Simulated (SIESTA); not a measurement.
Runs of SIESTA 5.4.2 on Al2Cu. It takes space group P4/mmm (No. 123, tetragonal). Conventional cell: a = 4.105 Å, b = 4.105 Å, c = 2.891 Å, α = 90.00°, β = 90.00°, γ = 90.00°. Cu (site symmetry 4/mmm) has 8 Al at 2.51 Å as nearest neighbours. Al (site symmetry mmm) has 4 Cu at 2.51 Å as nearest neighbours. The cell comes from a database or a generator and needn't be the stable form of this composition.

```tsv
potentials or basis	gap on the mesh (eV)	pressure (GPa)
PseudoDojo 0.4 standard (PBEsol files), SZP (energy shift 0.003 Ry)	none	1.6
PseudoDojo 0.4 standard (PBEsol files), SZ (energy shift 0.003 Ry)	none	(b)
PseudoDojo 0.4 standard (PBEsol files), TZP (energy shift 0.003 Ry; two zetas on semicore shells)	none	-2.4
PseudoDojo 0.4 standard (PBEsol files), DZ (energy shift 0.003 Ry; two zetas on semicore shells)	none	2.2
PseudoDojo 0.4 standard (PBEsol files), TZDP (energy shift 0.003 Ry; two zetas on semicore shells)	none	(a)
PseudoDojo 0.4 standard (PBEsol files), DZP (energy shift 0.003 Ry; two zetas on semicore shells)	none	-2.6
```

Alike in all rows: task band structure; level PBEsol; no spin polarisation; cell as given; k mesh 7 × 7 × 9; smearing fermi-dirac 0.05 eV; grid cutoff 800 Ry; energy shift 0.003 Ry.

Fill in the values left out.

(a) -2.0; (b) 7.9.

Caveats: short orbitals over semicore shells can move pressures by several GPa; the basis of atomic orbitals isn't converged, which shifts pressures, moduli and gaps; the basis has no polarisation orbitals (some runs).

A gap of «none» marks a metal or a gap under the smearing width.
